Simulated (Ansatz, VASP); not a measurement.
**One calculation of AlN, two programs**

File INCAR:

```
SYSTEM = AlN
PREC     = Accurate       ! precision mode
ENCUT    = 520            ! plane-wave cutoff, eV
EDIFF    = 1E-7           ! SCF threshold, eV
ISMEAR   = 0              ! smearing method
SIGMA    = 0.1            ! smearing width, eV
LREAL    = .FALSE.        ! projectors in reciprocal space
LASPH    = .TRUE.         ! aspherical terms in the spheres
NELM     = 100            ! most SCF steps
ALGO     = Normal         ! electronic algorithm
ISIF     = 2              ! what is computed and relaxed
LWAVE    = .FALSE.        ! write WAVECAR
LCHARG   = .FALSE.        ! write CHGCAR
GGA      = PE             ! functional
NBANDS   = 11             ! bands
```

KPOINTS

```
regular mesh
0
G
  8 8 8
  0 0 0
```

POSCAR

```
AlN
1.0
    0.0000000000      2.0345180000      2.0345180000
    2.0345180000      0.0000000000      2.0345180000
    2.0345180000      2.0345180000      0.0000000000
Al N
1 1
Direct
    0.5000000000      0.5000000000      0.5000000000
    0.0000000000      0.0000000000      0.0000000000
```

Input for Ansatz:

```yaml
crystal:
  lattice:
    - [0.0, 2.034518, 2.034518]
    - [2.034518, 0.0, 2.034518]
    - [2.034518, 2.034518, 0.0]
  atoms:
    - { symbol: Al, position: [0.5, 0.5, 0.5] }
    - { symbol: "N", position: [0.0, 0.0, 0.0] }
basis:
  ecutwfc: 420
kpoints:
  mp_grid: { grid: [8, 8, 8] }
hamiltonian:
  xc: pbe
scf:
  occupations: { method: gaussian, width: 0.1 }
output:
  forces: true
  stress: true
  eigenvalues: true
```

Measurements of this composition are mostly on another form, of space group No. 186.

Alike in both runs: task single point; functional PBE; k mesh 8 × 8 × 8; occupations gaussian, width 0.1 eV; no spin polarisation.

```csv
,VASP,Ansatz
version,VASP 6.6.1,Ansatz 0.2.0
potentials or method,"VASP PAW PBE potentials, release 64 (Al, N)","scalar-relativistic, plane waves, PAW"
plane-wave cutoff (eV),520,420
valence electrons in the cell,8,8
```

```tsv
	VASP	Ansatz	Ansatz less VASP
gap on the k mesh at the Fermi level (eV)	4.42	4.45	+0.022
least direct gap on the mesh (eV)	5.41	5.40	-0.011
pressure (GPa)	0.0	0.3	+0.27
```

A k mesh can miss the band edges.
